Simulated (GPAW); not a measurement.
Runs of GPAW 26.7.0 on CdS (Hawleyite). Symmetry: F-43m, No. 216, cubic system. The conventional cell has a = 5.833 Å, b = 5.833 Å, c = 5.833 Å, α = 90.00°, β = 90.00°, γ = 90.00°. Around Cd (site symmetry -43m) lie 4 S at 2.53 Å. S (site symmetry -43m) is surrounded by 4 Cd at 2.53 Å. 

```tsv
cell	target pressure	gap on the mesh (eV)	pressure (GPa)
relaxed to 5 GPa	5 GPa	1.13	5.0
relaxed to 10 GPa	10 GPa	(b)	10.0
relaxed to 30 GPa	30 GPa	(a)	30.0
relaxed to 20 GPa	20 GPa	1.35	20.0
relaxed	-	1.00	0.0
relaxed to 2 GPa	2 GPa	1.06	2.1
```

Alike in all rows: task relaxation of cell and atoms; level PBEsol; potentials or basis PAW data sets generated in the run's folder for this functional, pw; no spin polarisation; k mesh 8 × 8 × 8; cutoff (eV) 600; smearing fermi-dirac 0.05 eV.

Q: Estimate the missing entries.

A: (a) 1.43; (b) 1.22.

Caveats: later steps reuse the first step's grids.

A k mesh can miss the band edges, and the runs leave out spin-orbit coupling on Cd.
